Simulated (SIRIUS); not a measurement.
**Zr: single point with PBE+U**

Crystal: Zr.

```xyz
2
Lattice="3.2320 0.0000 0.0000 -1.6160 2.7990 0.0000 0.0000 0.0000 5.1470" Properties=species:S:1:pos:R:3 pbc="T T T"
Zr    1.6160    0.9330    3.8603
Zr    0.0000    1.8660    1.2868
```

```yaml
Program: SIRIUS 7.12.0
Task: single point
Functional: PBE
Potentials_or_basis: PseudoDojo 0.4.1 PBE standard (scalar relativistic)
Cutoff: 915 eV
Density_cutoff: 3659 eV
k_mesh: 9 × 9 × 5
Occupations: fermi-dirac, width 0.05 eV
Spin: no spin polarisation
Hubbard_terms: Zr d U = 4 eV
```

```
Pressure               : 5.3 GPa
Band gap on the k mesh : none (metal or under the smearing width)
```

Stress tensor (GPa, compression positive):
```
5.05 0.00 0.00
0.00 5.05 0.00
0.00 0.00 5.74
```

Eigenvalues of the final occupation matrices:
```tsv
site	spin	trace	eigenvalues
site 1	1	1.55	0.27 0.27 0.32 0.32 0.37
site 2	1	1.55	0.27 0.27 0.32 0.32 0.37
```

It took 29 s on 1 thread of AMD EPYC 9R45 96-Core Processor (Zen 5), with other jobs on the host, peak memory 0.4 GiB.

Caveat: U without spin polarisation on a metal has little footing; the U is typed as a test and isn't derived for this compound.
